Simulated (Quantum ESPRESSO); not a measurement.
# ZrSe2 in Quantum ESPRESSO: the effect of Hubbard term

ZrSe2:

```
CELL_PARAMETERS angstrom
3.79800 0.00000 0.00000
-1.89900 3.28916 0.00000
0.00000 0.00000 6.19200
ATOMIC_POSITIONS crystal
Zr 0.00000 0.00000 0.00000
Se 0.66667 0.33333 0.75000
Se 0.33333 0.66667 0.25000
```

Alike in all runs:

```yaml
Program: Quantum ESPRESSO 7.5
Task: single point
Functional: PBEsol
Potentials_or_basis: SSSP 1.3 efficiency PBE
Cutoff: 748 eV
Density_cutoff: 5987 eV
k_mesh: 8 × 8 × 5
Occupations: fermi-dirac, width 0.05 eV
Spin: no spin polarisation
Hubbard_projectors: ortho-atomic
Mixing_beta: 0.3
Most_SCF_iterations: 120
SCF_threshold: 6e-10 Ry
```

One run gave: gap on the mesh 0.49 eV; pressure -0.3 GPa; largest force 0.17 eV/Å. Which Hubbard term did it use?
A. Zr d U = 5 eV
B. none
C. Zr d U = 3 eV
D. Zr d U = 6 eV
E. Zr d U = 1 eV

E.

| Hubbard term | gap on the mesh (eV) | pressure (GPa) | largest force (eV/Å) |
| --- | --- | --- | --- |
| none | 0.36 | -1.1 | 0.10 |
| Zr d U = 1 eV | 0.49 | -0.3 | 0.17 |
| Zr d U = 2 eV | 0.64 | 0.6 | 0.24 |
| Zr d U = 3 eV | 0.82 | 1.5 | 0.31 |
| Zr d U = 4 eV | 1.03 | 2.5 | 0.39 |
| Zr d U = 5 eV | 1.27 | 3.6 | 0.48 |
| Zr d U = 6 eV | 1.54 | 4.7 | 0.57 |
| Zr d U = 8 eV | 2.18 | 6.9 | 0.76 |

Caveats: the potentials were made for another functional, which shifts forces and pressure; an odd mesh through Γ misses points on the zone boundary, where band edges often lie; this functional lacks dispersion, which binds the layers, so the pressure and a relaxed spacing across them are unreliable.

A gap of «none» marks a metal or a gap under the smearing width.

Runs at the PBE level aren't shown here.
